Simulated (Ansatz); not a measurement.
## Which of these structures of SnSe lies lowest?

Computed with Ansatz 0.2.0, DFT, PBE, all-electron LAPW, scalar-relativistic.

Each cell is taken as listed (from a database or a relaxation; residual pressures are under 0.6 GPa and forces under 0.08 eV/Å), on meshes of about 0.2 Å⁻¹ spacing; energies are extrapolated to zero smearing, with no zero-point or thermal terms. Other structures, the observed one among them, may be missing from this set and lie lower. No run is spin-polarised.

No spin–orbit coupling, which matters for the heavy atoms here.

**Question.** Order the structures by energy per atom, lowest first, and give the differences.
A.
Space group F-43m (No. 216). a = 6.778 Å, b = 6.778 Å, c = 6.778 Å, α = 90.00°, β = 90.00°, γ = 90.00°
```json
{"atom": "Sn", "site": "4a", "symmetry": "-43m", "x": "0.0000", "y": "0.0000", "z": "0.0000"}
{"atom": "Se", "site": "4d", "symmetry": "-43m", "x": "0.2500", "y": "0.2500", "z": "0.7500"}
```
(zincblende type, relaxed by us; 12×12×12 mesh on the primitive cell, smearing 0.05 eV, P = 0.0 GPa)
B.
```
Sn Se
1.0
     5.10992    0.00000    0.00000
    -2.55496    4.42532    0.00000
     0.00000    0.00000    6.16464
Sn Se
2 2
Direct
  0.33333 0.66667 0.95541
  0.66667 0.33333 0.45541
  0.33333 0.66667 0.42059
  0.66667 0.33333 0.92059
```
(wurtzite type, relaxed by us; 11×11×6 mesh on the primitive cell, smearing 0.08 eV, P = 0.0 GPa)

**Answer.** B (0 meV/atom), A (135 meV/atom).
